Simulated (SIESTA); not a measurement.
CuAu:

```
CELL_PARAMETERS angstrom
1.44306 0.83315 4.25617
-1.44306 0.83315 4.25617
0.00000 -1.66630 4.25617
ATOMIC_POSITIONS crystal
Au 0.00000 0.00000 0.00000
Cu 0.50000 0.50000 0.50000
```

The cell comes from a database or a generator and needn't be the stable form of this composition.

```yaml
Program: SIESTA 5.4.2
Task: relaxation of cell and atoms
Functional: PBEsol
Potentials_or_basis: PseudoDojo 0.4 standard (PBEsol files)
Basis: DZP (energy shift 0.003 Ry; two zetas on semicore shells)
Grid_cutoff: 800 Ry
Energy_shift: 0.003 Ry
k_mesh: 8 × 8 × 8
Occupations: fermi-dirac, width 0.05 eV
Spin: no spin polarisation
```

At the start: pressure -7.6 GPa; volume 15.35 Å³/atom.

**Question.** Where does the relaxation end?

**Answer.** Over 4 steps the energy falls by 19.7 meV/atom and the volume is 14.57 Å³/atom (-5.1 %); space group R-3m (No. 166, to 0.05 Å).

Step by step:
```
step  energy change (eV)  largest force (eV/Å)  pressure (GPa)  volume (Å³)
   1              0.0000                0.0000           -7.57        30.70
   2             -0.0197                0.0000           -5.51        30.23
   3             -0.0393                0.0000            0.48        29.06
   4             -0.0394                0.0000            0.03        29.15
```

Final structure:
```xyz
2
Lattice="1.4192 0.8194 4.1775 -1.4192 0.8194 4.1775 0.0000 -1.6387 4.1775" Properties=species:S:1:pos:R:3 pbc="T T T"
Au    0.0000    0.0000    0.0000
Cu    0.0000    0.0000    6.2663
```

Caveat: short orbitals over semicore shells can move pressures by several GPa; the basis of atomic orbitals isn't converged, which shifts pressures, moduli and gaps.
